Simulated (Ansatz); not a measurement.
**Ligand exchange: C3H9N + InH2(SH) → C3H8S + InH2(NH2)**

Species: C3H9N (propylamine) `CCCN`, singlet; InH2(SH), singlet; C3H8S (1-propanethiol) `CCCS`, singlet; InH2(NH2), singlet. The partners trade NH2 for SH: C–NH2 and In–SH bonds give way to C–SH and In–NH2.

Shapes, held fixed at every level: PBE0-D4/def2-TZVP. Flexible molecules stand in one conformer, not always the lowest. Programs: Ansatz 0.2.0. Electronic energies: no zero-point or thermal term.

```
               level                    kind  ΔE (kJ/mol)  less CCSD(T)/def2-TZVPP
       HF/def2-TZVPP            Hartree–Fock        +71.4                    +16.4
   PBE-D4/def2-TZVPP                     GGA        +57.1                     +2.1
r2SCAN-D4/def2-TZVPP                meta-GGA        +58.9                     +3.9
  wB97M-V/def2-TZVPP  range-separated hybrid        +56.4                     +1.4
  wB97X-V/def2-TZVPP  range-separated hybrid        +56.2                     +1.2
   B2PLYP/def2-TZVPP           double hybrid        +55.8                     +0.8
  CCSD(T)/def2-TZVPP   coupled cluster or CI        +55.0                      0.0
```

The highest level, CCSD(T)/def2-TZVPP, gives ΔE = +55.0 kJ/mol; the levels span +55.0 to +71.4. The column of differences is taken from that level and isn't an error. No measured value is set beside it here. For atoms past krypton def2 sets carry core potentials with scalar relativity. Outer-core shells of In are correlated in most correlated rows, in sets that cover them unevenly.
